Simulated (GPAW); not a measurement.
Runs of GPAW 26.7.0 on PbS (Galena). Symmetry: Fm-3m, No. 225, cubic system. Conventional cell: a = 5.931 Å, b = 5.931 Å, c = 5.931 Å, α = 90.00°, β = 90.00°, γ = 90.00°. Pb (site symmetry m-3m) is surrounded by 6 S at 2.97 Å. Around S (site symmetry m-3m) lie 6 Pb at 2.97 Å. 

| task | level | cell | smearing | band path | band points | optimizer | fmax | max steps | gap on the mesh (eV) | pressure (GPa) |
| --- | --- | --- | --- | --- | --- | --- | --- | --- | --- | --- |
| single point | PBE | as given | gaussian 0.024 eV | - | - | - | - | - | 0.31 | 2.0 |
| band structure | r2SCAN | as given | fermi-dirac 0.05 eV | GXWKGLUWLK,UX | 100 | - | - | - | 0.56 | 1.1 |
| relaxation of cell and atoms | PBE+D3(BJ) | relaxed | fermi-dirac 0.05 eV | - | - | FIRE | 0.01 eV/Å | 40 | (a) | 0.0 |
| single point | PBE | as given | gaussian 0.02 eV | - | - | - | - | - | 0.31 | 2.0 |
| relaxation of cell and atoms | PBE+D4 | relaxed | fermi-dirac 0.05 eV | - | - | FIRE | 0.02 eV/Å | 100 | 0.31 | -0.1 |

Alike in all rows: potentials or basis GPAW PAW data sets (gpaw-data 1.2.1), pw; no spin polarisation; k mesh 8 × 8 × 8; cutoff (eV) 600.

Q: Estimate the missing entries.

A: (a) 0.30.

Caveats: spin-orbit coupling is left out, which as a rule narrows the gap of such compounds by several tenths of an eV; later steps reuse the first step's grids (some runs); the PAW data sets were made with another functional, which shifts forces and pressure a little (some runs); the relaxation stopped at its first step, so nothing moved (some runs).

A k mesh can miss the band edges, and the runs leave out spin-orbit coupling on Pb.
